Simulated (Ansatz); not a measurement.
RuO2 (rutile, P4_2/mnm) under volume change, plane-wave PAW PBEsol (Ansatz code), shape and atoms relaxed at each volume.

| V (Å³/atom) | E − E(relaxed) (meV/atom) | P (GPa) |
|---|---|---|
| 9.352 | (withheld) | (withheld) |
| 9.660 | 36.1 | 19.88 |
| 9.969 | (withheld) | (withheld) |
| 10.277 | 0.0 | -0.01 |
| 10.585 | 7.6 | -7.69 |
| 10.894 | 28.8 | -14.15 |
| 11.202 | 61.4 | -19.53 |

Q: Fill in the missing entries.

A: 
- 9.969, E − E(relaxed) (meV/atom): 8.5
- 9.969, P (GPa): 9.11
- 9.352, E − E(relaxed) (meV/atom): 86.3
- 9.352, P (GPa): 32.60

Q: What does a third-order Birch–Murnaghan fit give for V₀, B₀ and B′?

A: V₀ = 10.28 Å³/atom, B₀ = 277 GPa, B′ = 4.7.

Symmetry was held in the PBEsol relaxation; of distortions, only those at the zone centre were tested. No spin polarisation was allowed.

Potentials: the later of the program's two PAW sets.
